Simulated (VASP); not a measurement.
Se, 1 atom in the cell. Symmetry: R-3m, No. 166, trigonal system. Conventional cell: a = 3.829 Å, b = 3.829 Å, c = 2.886 Å, α = 90.00°, β = 90.00°, γ = 120.00°. Se (site symmetry -3m) is surrounded by 6 Se at 2.41 Å. This isn't the form of Se at room conditions, which is trigonal, of chains.

- Program: VASP 6.6.1
- Task: relaxation of cell and atoms
- Functional: r2SCAN
- Potentials or basis: VASP PAW PBE potentials, release 64 (Se)
- Cutoff: 520 eV
- k mesh: 21 × 21 × 21
- Occupations: gaussian, width 0.1 eV
- Spin: no spin polarisation
- Target pressure: 75 GPa
- Further INCAR settings: ALGO = Normal; EDIFF = 1e-07; IBRION = 2; EDIFFG = -0.002; NSW = 80; ISIF = 3
- Target pressure: 75 GPa

Potentials or basis: VASP PAW PBE potentials, release 64 (Se).

Command:

```bash
$ cat potpaw_PBE.64/Se/POTCAR > POTCAR
$ mpirun -np 1 vasp_std > vasp.out
```

Hardware: 1 thread of Intel(R) Xeon(R) Platinum 8488C (Sapphire Rapids), on a shared host.

Estimate the wall time of this run.

Wall time 22 min on 1 thread of Intel(R) Xeon(R) Platinum 8488C (Sapphire Rapids), on a shared host, peak memory 0.19 GiB. Counts: scf iterations 116, k points 891, ion steps 15.
